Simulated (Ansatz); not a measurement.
**A computed series for BaSnO3: pressure series**

The reference is BaSnO₃ in the cubic perovskite structure (space group Pm-3m, No. 221; a = 4.131 Å).

Cell and atoms are relaxed at each pressure.

Method: r2SCAN (Ansatz, a first-principles code; PAW; 500 eV plane waves; no SOC).

```
pressure (GPa)  volume per atom (Å³/atom)
--------------  -------------------------
-2                                 14.287
-1                                      ?
0                                  14.102
1.8                                13.948
4.2                                13.754
9                                  13.408
30                                 12.295
45                                 11.728
60                                 11.270
```

Q: Fit the third-order Birch–Murnaghan form P(V) = (3B₀/2)[(V₀/V)^(7/3) − (V₀/V)^(5/3)]·[1 + (3/4)(B₀′ − 4)((V₀/V)^(2/3) − 1)] (squares taken in P) to the rows shown and predict the withheld row.

A: Least squares on the printed values gives V₀ = 14.102 Å³/atom, B₀ = 159 GPa, B₀′ = 4.6; this predicts 14.192 Å³/atom, and the run gives 14.193 Å³/atom, in agreement.

Load acts through the strain it causes; cell and atoms are relaxed under it. Whether these cells are dynamically stable was not tested. Competing high-pressure phases were not computed.
